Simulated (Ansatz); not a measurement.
# InSb: levels along high-symmetry lines

```yaml
crystal:
  lattice:
    - [5.35700, 0.00000, 0.00000]
    - [0.00000, 5.71200, 0.00000]
    - [0.00000, 0.00000, 3.06300]
  atoms:
    - { symbol: In, position: [0.00000, 0.00000, 0.00000] }
    - { symbol: In, position: [0.50000, 0.50000, 0.00000] }
    - { symbol: Sb, position: [0.50000, 0.00000, 0.83500] }
    - { symbol: Sb, position: [0.00000, 0.50000, 0.16500] }
```

Atom numbers follow the list: In1, In2, Sb3, Sb4.

The cell comes from COD entry 1525500, which wasn't checked; take it as a given geometry.

Spin–orbit coupling is left out, though it moves levels of the heavy atoms by tenths of an eV or more.

Computed with DFT, PBE, all-electron LAPW, scalar-relativistic (Ansatz 0.2.0).

Settings: a Γ-centred 6×6×11 k mesh, Fermi–Dirac smearing of 0.08 eV, basis error target 1 meV/atom, no spin polarisation.

Points in fractions of the reciprocal vectors of this cell: Γ (0, 0, 0), X (0.5, 0, 0), S (0.5, 0.5, 0), Y (0, 0.5, 0), Z (0, 0, 0.5), U (0.5, 0, 0.5), R (0.5, 0.5, 0.5), T (0, 0.5, 0.5). The path joins them by straight lines in the order Γ–X–S–Y–Γ–Z–U–R–T; legs that retrace an earlier one aren't tabulated. Energies are in eV from the Fermi level.

(1) List the levels at Z between -20 and 5 eV.

(2) List the levels at Y between -20 and 5 eV.

(3) List the levels at S between -20 and 5 eV.

(4) What is the band gap?

## Answers

(1) -15.16, -15.05, -15.01, -15.00, -14.95, -14.95, -14.93, -14.79, -14.78, -14.60, -9.53, -7.86, -5.21, -4.30, -3.24, -3.22, -2.06, -1.07, -0.99, -0.62, 1.30, 1.55, 2.66, 2.69.

(2) -15.26 (×2), -15.09 (×2), -14.90 (×2), -14.77 (×2), -14.73 (×2), -11.65 (×2), -5.91 (×2), -4.65 (×2), -0.38 (×2), 3.89 (×2), 4.51 (×2).

(3) -15.23 (×2), -15.05 (×2), -14.91 (×2), -14.78 (×2), -14.72 (×2), -11.28 (×2), -8.60 (×2), -0.45 (×2), 1.31 (×2), 2.42 (×2), 2.75 (×2), 4.64 (×2).

(4) none: bands cross the Fermi level, a metal.
